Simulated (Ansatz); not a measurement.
Runs of Ansatz 0.2.0 on PbSe (Clausthalite). Symmetry: Fm-3m, No. 225, cubic system. The conventional cell has a = 6.121 Å, b = 6.121 Å, c = 6.121 Å, α = 90.00°, β = 90.00°, γ = 90.00°. Pb (site symmetry m-3m) has 6 Se at 3.06 Å as nearest neighbours. Se (site symmetry m-3m) is surrounded by 6 Pb at 3.06 Å. 

```tsv
task	level	cell	k mesh	smearing	mesh quality	gap on the mesh (eV)	pressure (GPa)	relaxed volume (Å³/atom)
single point	PBE	as given	8 × 8 × 8	gaussian 0.029 eV	not flagged	0.29	2.4	-
single point	PBE	as given	8 × 8 × 8	gaussian 0.03 eV	not flagged	0.29	2.4	-
relaxation of cell and atoms	BLYP+D4	relaxed	8 × 8 × 8	fermi-dirac 0.05 eV	not flagged	0.67	0.0	(a)
relaxation of cell and atoms	revPBE+D4	relaxed	8 × 8 × 8	fermi-dirac 0.05 eV	not flagged	-	0.0	(b)
relaxation of cell and atoms	HSE06	relaxed	4 × 4 × 4	fermi-dirac 0.05 eV	coarse	0.79	0.0	29.42
```

Alike in all rows: potentials or basis Ansatz PAW; no spin polarisation; cutoff (eV) 420.

Q: Estimate the missing entries.

A: (a) 31.71; (b) 28.85.

Caveats: some runs use coarse meshes; spin-orbit coupling is left out, which as a rule narrows the gap of such compounds by several tenths of an eV (some runs); the plane-wave basis is chosen anew once the cell has moved, so the energies of steps on either side of that aren't comparable (some runs); the PAW data sets come from PBE, with cores solved anew for the run's functional, which leaves a small shift of forces and pressure (some runs); the volume moved by +11 % from the deposited cell, more than functionals usually miss (some runs).

A k mesh can miss the band edges, and the runs leave out spin-orbit coupling on Pb, Se.
